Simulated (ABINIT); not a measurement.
Crystal: HfC.

```
CELL_PARAMETERS angstrom
0.00000 2.32500 2.32500
2.32500 0.00000 2.32500
2.32500 2.32500 0.00000
ATOMIC_POSITIONS crystal
Hf 0.50000 0.50000 0.50000
C 0.00000 0.00000 0.00000
```

Base run:

| Property | Result |
| --- | --- |
| Program | ABINIT 10.8.3 (patched build) |
| Functional | WC |
| Potentials or basis | JTH PAW PBE v2.0 |
| Cutoff | 517 eV |
| k mesh | 10 × 10 × 10 |
| Occupations | fermi-dirac, width 0.05 eV |
| Spin | no spin polarisation |

Its results: band gap on the k mesh none (metal or under the smearing width); pressure -5.7 GPa.

Q: After a change of settings the same cell gave: band gap on the k mesh none (metal or under the smearing width); pressure 3.7 GPa. Which change was it?
A. functional from WC to PBEsol; spin from no spin polarisation to spin-orbit coupling, no magnetisation
B. functional from WC to RPBE; spin from no spin polarisation to spin-orbit coupling, no magnetisation
C. functional from WC to r2SCAN; cutoff from 517 eV to 626 eV; fine-grid cutoff from 1034.03 eV to 1224.51 eV
D. functional from WC to revPBE; spin from no spin polarisation to spin-orbit coupling, no magnetisation

A: B.

Caveats: the PAW data sets were made with another functional, which shifts forces and pressure a little; spin-orbit coupling is left out, which moves the levels of the heavy elements (some runs).

Runs at the PBE level aren't shown here.
